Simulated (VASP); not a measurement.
Write the native input for VASP 6.6.1 that does the following.

- Task: single point
- Functional: PBE
- Dispersion: D3
- Potentials or basis: VASP PAW PBE potentials, release 64 (H)
- Cutoff: 400 eV
- k mesh: 1 × 1 × 1
- Occupations: gaussian, width 0.01 eV
- Spin: collinear spin, ferromagnetic start
- Starting moments: [1.1] μB
- Fixed moment: 1 μB
- Further INCAR settings: ALGO = Normal; EDIFF = 1e-06; ISYM = 0

The structure of H lies in POSCAR:

```
H                                       
1.0
   10.5000000000      0.0000000000      0.0000000000
    0.0000000000     11.0000000000      0.0000000000
    0.0000000000      0.0000000000     11.5000000000
  H             
     1
Selective dynamics
Direct
     0.5000000000000000    0.5045454544999970    0.5000000000000000   F   F   F
```

One way to write it, as run:

INCAR

```
PREC = Accurate
ENCUT = 400
EDIFF = 1E-6
ISMEAR = 0
SIGMA = 0.01
LREAL = False
LASPH = True
NELM = 100
ALGO = Normal
ISIF = 2
LWAVE = False
LCHARG = False
ISPIN = 2
MAGMOM = 1.1
LORBIT = 11
NUPDOWN = 1
GGA = PE
IVDW = 11
ISYM = 0
```

KPOINTS

```
Automatic mesh
0
Gamma
  1 1 1
```

Potentials or basis: VASP PAW PBE potentials, release 64 (H).

The run is started by

```bash
$ cat potpaw_PBE.64/H/POTCAR > POTCAR
$ mpirun -np 1 vasp_gam > vasp.out
```

It gave:

```yaml
Net_moment: 1.00 μB per cell
Site_moments: H +0.38 μB
Valence_electrons_inside_the_program's_atomic_spheres: H 0.38
Dispersion_energy_per_atom: 0.000 eV
```

Caveat: the total moment is fixed, so each spin has its own Fermi level.

It took 47 s on 1 thread of Intel(R) Xeon(R) 6975P-C (Granite Rapids) (shared host), peak memory 1 GiB.
